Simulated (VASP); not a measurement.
# VH2 (Fm-3m) in VASP: notebook

Runs on VH2. Level: PBEsol. Tasks: single point.

All numbers are computed with VASP 6.6.1; they aren't measurements. Logs are shortened: lines on timing, memory, paths and dates and some standing lists are left out, and cuts for length are marked.

### 1 The structure

The structure is cubic, space group Fm-3m (No. 225). The conventional cell has a = 4.271 Å, b = 4.271 Å, c = 4.271 Å, α = 90.00°, β = 90.00°, γ = 90.00°. Around V (site symmetry m-3m) lie 8 H at 1.85 Å. Around H (site symmetry -43m) lie 4 V at 1.85 Å.

### 2 Single point, PBEsol, collinear spin, ferromagnetic start

Contents of INCAR:

```
PREC     = Accurate       # precision mode
ENCUT    = 400            # plane-wave cutoff, eV
EDIFF    = 1E-6           # SCF threshold, eV
ISMEAR   = -5             # smearing method
SIGMA    = 0.05           # smearing width, eV
LREAL    = F              # projectors in reciprocal space
LASPH    = T              # aspherical terms in the spheres
NELM     = 100            # most SCF steps
ALGO     = Normal         # electronic algorithm
ISIF     = 2              # what is computed and relaxed
LWAVE    = F              # write WAVECAR
LCHARG   = F              # write CHGCAR
ISPIN    = 2              # spin polarisation
MAGMOM   = 2 0 0          # initial moments
LORBIT   = 11             # projections on sites
LMAXMIX  = 4              # l up to which the mixer works
GGA      = PS             # functional
NBANDS   = 18             # bands
ADDGRID  = F
```

Contents of KPOINTS:

```
Automatic mesh
0
Gamma
  6 6 6
```

Contents of POSCAR:

```
VH2
1.0
    0.0000000000      2.1355000000      2.1355000000
    2.1355000000      0.0000000000      2.1355000000
    2.1355000000      2.1355000000      0.0000000000
V H
1 2
Direct
    0.0461010000     -0.0262600000     -0.0131470000
    0.7548850000      0.7642400000      0.7593950000
    0.2340980000      0.2684520000      0.2434820000
```

Potentials or basis: VASP PAW PBE potentials, release 64 (V_sv, H).

Started as:

```
$ cat potpaw_PBE.64/V_sv/POTCAR potpaw_PBE.64/H/POTCAR > POTCAR
$ mpirun -np 1 vasp_std > vasp.out
```

OUTCAR:

```text
PREC = Accurate
   ENCUT = 400
   EDIFF = 1E-6
   ISMEAR = -5
   LREAL = F
   LASPH = T
   NELM = 100
   ISIF = 2
   ISPIN = 2
   LORBIT = 11
   GGA = PS

 Found    112 irreducible k-points:

 Following reciprocal coordinates:
            Coordinates               Weight
  0.000000  0.000000  0.000000      1.000000
  0.166667  0.000000  0.000000      2.000000
  0.000000  0.166667  0.000000      2.000000
  0.000000  0.000000  0.166667      2.000000
  0.166667  0.166667  0.166667      2.000000
  0.333333  0.000000  0.000000      2.000000
   k-points           NKPTS =    112   k-points in BZ     NKDIM =    112   number of bands    NBANDS=     18
   number of dos      NEDOS =    301   number of ions     NIONS =      3
   total plane-waves  NPLWV =   8000
   dimension x,y,z NGX =    20 NGY =   20 NGZ =   20
   dimension x,y,z NGXF=    40 NGYF=   40 NGZF=   40
   ions per type =               1   2
   NGX,Y,Z   is equivalent  to a cutoff of  11.01, 11.01, 11.01 a.u.
   NGXF,Y,Z  is equivalent  to a cutoff of  22.02, 22.02, 22.02 a.u.
 SYSTEM =  unknown system
   PREC   = accura    normal or accurate (medium, high low for compatibility)
   ISTART =      0    job   : 0-new  1-cont  2-samecut
   ICHARG =      2    charge: 1-file 2-atom 10-const
   ISPIN  =      2    spin polarized calculation?
   LNONCOLLINEAR =      F non collinear calculations
   LSORBIT =      F    spin-orbit coupling
   LASPH  =      T    aspherical Exc in radial PAW
   ENCUT  =  400.0 eV  29.40 Ry    5.42 a.u.   4.92  4.92  4.92*2*pi/ulx,y,z
   NELM   =    100;   NELMIN=  2; NELMDL= -5     # of ELM steps
   EDIFF  = 0.1E-05   stopping-criterion for ELM
   LREAL  =      F    real-space projection
   EDIFFG = 0.1E-04   stopping-criterion for IOM
   NSW    =      0    number of steps for IOM
   IBRION =     -1    ionic relax: 0-MD 1-quasi-New 2-CG
   NFREE  =      0    steps in history (QN), initial steepest desc. (CG)
   ISIF   =      2    stress and relaxation
   ISYM   =      2    0-nonsym 1-usesym 2-fastsym
   POTIM  = 0.5000    time-step for ionic-motion
   TEBEG  =    0.0;   TEEND  =   0.0 temperature during run
   PSTRESS=    0.0 pullay stress
   NELECT =      15.0000    total number of electrons
   NUPDOWN=      -1.0000    fix difference up-down
   EMIN   =  10.00;   EMAX   =-10.00  energy-range for DOS
   EFERMI =   0.00;   METHOD = LEGACY
   ISMEAR =    -5;   SIGMA  =   0.05  broadening in eV -4-tet -1-fermi 0-gaus
   EFERMI_NEDOS =   21; number of points for ismear=-14 and -15
   IALGO  =     38    algorithm
   IMIX   =      4    mixing-type and parameters
     AMIX     =   0.40;   BMIX     =  1.00
     AMIX_MAG =   1.60;   BMIX_MAG =  1.00
  volume/ion in A,a.u.               =       6.49        43.81
  Fermi-wavevector in a.u.,A,eV,Ry     =   1.500591  2.835706 30.637237  2.251773
  Thomas-Fermi vector in A             =   2.612072
   LORBIT       =     11    0 simple, 1 ext, 2 COOP (PROOUT), +10 PAW based schemes
   GGA     = PS    functional components
   LHFCALC =     F    Hartree Fock is set to
   AEXX    =    0.0000 exact exchange contribution
   IVDW    =     0    specifies the selected vdW correction
   LEPSILON=     F    determine dielectric tensor
   LRPA    =     F    only Hartree local field effects (RPA)
 spin polarized calculation
 Fermi weights with tetrahedron method with Bloechl corrections
  energy-cutoff  :      400.00
  volume of cell :       19.48
 maximum number of plane-waves:       366
   NGX =  9   NGY =  9   NGZ =  9

 number of electron      15.0000003 magnetization      -0.0128489

 number of electron      15.0000003 magnetization       0.0009194

 Free energy of the ion-electron system (eV)
  ---------------------------------------------------
  ext. energy  EPLUGINS =         0.00000000
  ---------------------------------------------------
  free energy    TOTEN  =       -16.93367626 eV

  energy without entropy =      -16.93367626  energy(sigma->0) =      -16.93367626

 E-fermi :   7.9129     XC(G=0): -12.2785

 val. band max:        7.7178066248   @ k =   0.1667   0.3333   0.3333
 cond. band min:       7.9772143219   @ k =   0.1667   0.1667   0.0000
 fundamental gap:      0.2594076971
 Fermi energy:         7.9128567433

 spin component 1

 k-point     1 :       0.0000    0.0000    0.0000
  band No.  band energies     occupation
      1     -56.3877      1.00000
      2     -30.2084      1.00000
      3     -30.2034      1.00000
      4     -30.1964      1.00000
      5      -3.3434      1.00000
      6       6.4526      1.00000
[... 10 lines left out ...]
     17      27.2241      0.00000
     18      27.2991      0.00000
[... 88 lines left out ...]
      2     -30.4516      1.00000
      3     -30.2408      1.00000
      4     -30.2309      1.00000
      5      -0.9863      1.00000
      6       3.2113      1.00000
[... 10 lines left out ...]
     17      26.2376      0.00000
     18      33.8944      0.00000

 [... further k-points ...]

 spin component 2

 k-point     1 :       0.0000    0.0000    0.0000
  band No.  band energies     occupation
      1     -56.3867      1.00000
      2     -30.2074      1.00000
      3     -30.2025      1.00000
      4     -30.1955      1.00000
      5      -3.3433      1.00000
      6       6.4530      1.00000
[... 10 lines left out ...]
     17      27.2243      0.00000
     18      27.2993      0.00000
[... 88 lines left out ...]
      2     -30.4507      1.00000
      3     -30.2399      1.00000
      4     -30.2300      1.00000
      5      -0.9862      1.00000
      6       3.2115      1.00000
[... 10 lines left out ...]
     17      26.2379      0.00000
     18      33.8928      0.00000

 [... further k-points ...]

------------------------ aborting loop because EDIFF is reached ----------------------------------------

  FORCE on cell =-STRESS in cart. coord.  units (eV):
  Direction    XX          YY          ZZ          XY          YZ          ZX
  --------------------------------------------------------------------------------------
  -------------------------------------------------------------------------------------
  Total       -1.6048799     -1.5177701     -1.4326984     -0.0714899      0.1260183      0.2378865
  in kB     -132.0153355   -124.8497988   -117.8519108     -5.8806633     10.3660988     19.5682343
  external PRESSURE =    -124.9056817 kB  Pullay stress =       0.0000000 kB

 VOLUME and BASIS-vectors are now :
 -----------------------------------------------------------------------------
  energy-cutoff  :      400.00
  volume of cell :       19.48
      direct lattice vectors                 reciprocal lattice vectors
     0.000000000  2.135500000  2.135500000    -0.234137204  0.234137204  0.234137204
     2.135500000  0.000000000  2.135500000     0.234137204 -0.234137204  0.234137204
     2.135500000  2.135500000  0.000000000     0.234137204  0.234137204 -0.234137204

 POSITION                                       TOTAL-FORCE (eV/Angst)
 -----------------------------------------------------------------------------------
      4.18685      2.20587      2.17787         1.004658     -0.657959     -0.050637
      3.25372      3.23374      3.24409        -0.601859      0.128293      0.074389
      1.09324      1.01987      1.07320        -0.402799      0.529666     -0.023752
 -----------------------------------------------------------------------------------
    total drift:                               -0.000116      0.000007     -0.000159

  FREE ENERGIE OF THE ION-ELECTRON SYSTEM (eV)
  ---------------------------------------------------
  free  energy   TOTEN  =       -16.9336762556 eV

  energy  without entropy=      -16.9336762556  energy(sigma->0) =      -16.93367626

 total charge

# of ion       s       p       d       tot
------------------------------------------
    1        2.214   6.219   3.168  11.601
    2        0.566   0.026   0.000   0.591
    3        0.566   0.026   0.000   0.592
--------------------------------------------------
tot          3.346   6.270   3.168  12.784

 magnetization (x)

# of ion       s       p       d       tot
------------------------------------------
    1        0.000   0.000   0.001   0.001
    2       -0.000   0.000   0.000  -0.000
    3       -0.000   0.000   0.000  -0.000
--------------------------------------------------
tot         -0.000   0.000   0.001   0.001
```

OSZICAR:

```text
N       E                     dE             d eps       ncg     rms          rms(c)
DAV:   1     0.918894121519E+02    0.91889E+02   -0.62677E+03  8064   0.720E+02
DAV:   2    -0.168950312911E+02   -0.10878E+03   -0.10348E+03  8388   0.249E+02
DAV:   3    -0.190826138648E+02   -0.21876E+01   -0.21700E+01  8872   0.385E+01
DAV:   4    -0.190908464410E+02   -0.82326E-02   -0.82306E-02  9106   0.252E+00
DAV:   5    -0.190909010628E+02   -0.54622E-04   -0.54622E-04  8694   0.193E-01    0.251E+01
DAV:   6    -0.169417209380E+02    0.21492E+01   -0.28334E+00  8332   0.284E+01    0.383E+00
DAV:   7    -0.169416826324E+02    0.38306E-04   -0.30080E-01  8348   0.472E+00    0.323E+00
DAV:   8    -0.169322278437E+02    0.94548E-02   -0.14602E-02  8718   0.142E+00    0.194E+00
DAV:   9    -0.169329426959E+02   -0.71485E-03   -0.54581E-03  8516   0.671E-01    0.405E-01
DAV:  10    -0.169335221214E+02   -0.57943E-03   -0.10552E-03  8520   0.341E-01    0.218E-01
DAV:  11    -0.169336772492E+02   -0.15513E-03   -0.15783E-04  8434   0.114E-01    0.323E-02
DAV:  12    -0.169336755520E+02    0.16972E-05   -0.81362E-06  8688   0.283E-02    0.109E-02
DAV:  13    -0.169336762556E+02   -0.70359E-06   -0.72626E-07  6562   0.103E-02
   1 F= -.16933676E+02 E0= -.16933676E+02  d E =0.000000E+00  mag=    -0.0001
```

It took 21 s on 1 thread of AMD EPYC 9R45 (Zen 5), shared host; peak memory 0.13 GiB.

These settings aren't checked as converged: the numbers below hold their error.

What came out:

```yaml
Free_energy: -16.9337 eV
Pressure: -12.5 GPa
Largest_force: 1.202 eV/Å
Band_gap_on_the_k_mesh: none (metal or under the smearing width)
Net_moment: 0.00 μB per cell
Valence_electrons_inside_the_program's_atomic_spheres: V 11.60; H 0.59
```

Caveat: the k mesh is coarse (spacing up to 0.42 Å⁻¹), so the values aren't converged; the PAW data sets were made with another functional, which shifts forces and pressure a little; tetrahedron occupations give inexact forces and stress in metals.

### 3 Single point, PBEsol, collinear spin, ferromagnetic start

INCAR, as its differences from that of step 2:

```diff
@@ -1,5 +1,5 @@
 PREC     = Accurate       # precision mode
-ENCUT    = 400            # plane-wave cutoff, eV
+ENCUT    = 500            # plane-wave cutoff, eV
 EDIFF    = 1E-6           # SCF threshold, eV
-ISMEAR   = -5             # smearing method
+ISMEAR   = 0              # smearing method
 SIGMA    = 0.05           # smearing width, eV
```

KPOINTS is that of step 2.

Contents of POSCAR:

```
VH2
1.0
    0.0000000000      2.1355000000      2.1355000000
    2.1355000000      0.0000000000      2.1355000000
    2.1355000000      2.1355000000      0.0000000000
V H
1 2
Direct
    0.0000000000      0.0000000000      0.0000000000
    0.7500000000      0.7500000000      0.7500000000
    0.2500000000      0.2500000000      0.2500000000
```

Potentials or basis: VASP PAW PBE potentials, release 64 (V_sv, H).

Started as:

```
$ cat potpaw_PBE.64/V_sv/POTCAR potpaw_PBE.64/H/POTCAR > POTCAR
$ mpirun -np 1 vasp_std > vasp.out
```

Run time: 5.8 s. Hardware: 1 thread of AMD EPYC 9R45 (Zen 5), shared host; peak memory 0.12 GiB.

These settings aren't checked as converged: the numbers below hold their error.

What came out:

```
Free energy                                           : -17.0491 eV
Pressure                                              : -12.7 GPa
Band gap on the k mesh                                : none (metal or under the smearing width)
Net moment                                            : 0.00 μB per cell
Valence electrons inside the program's atomic spheres : V 11.59; H 0.59
```

Caveat: the k mesh is coarse (spacing up to 0.42 Å⁻¹), so the values aren't converged; the PAW data sets were made with another functional, which shifts forces and pressure a little.

### 4 Single point, PBEsol, collinear spin, ferromagnetic start

INCAR is that of step 3.

KPOINTS is that of step 3.

Contents of POSCAR:

```
VH2
1.0
    0.0000000000      2.1355000000      2.1355000000
    2.1355000000      0.0000000000      2.1355000000
    2.1355000000      2.1355000000      0.0000000000
V H
1 2
Direct
    0.0461010000     -0.0262600000     -0.0131470000
    0.7548850000      0.7642400000      0.7593950000
    0.2340980000      0.2684520000      0.2434820000
```

Started as:

```
$ cat potpaw_PBE.64/V_sv/POTCAR potpaw_PBE.64/H/POTCAR > POTCAR
$ mpirun -np 1 vasp_std > vasp.out
```

Run time: 28 s. Hardware: 1 thread of AMD EPYC 9R45 (Zen 5), shared host; peak memory 0.16 GiB.

These settings aren't checked as converged: the numbers below hold their error.

Results:

```yaml
Free_energy: -16.9523 eV
Pressure: -11.0 GPa
Largest_force: 1.205 eV/Å
Band_gap_on_the_k_mesh: none (metal or under the smearing width)
Net_moment: 0.00 μB per cell
Valence_electrons_inside_the_program's_atomic_spheres: V 11.60; H 0.59
```

Caveat: the k mesh is coarse (spacing up to 0.42 Å⁻¹), so the values aren't converged; the PAW data sets were made with another functional, which shifts forces and pressure a little.

[end of part 1 of 2]
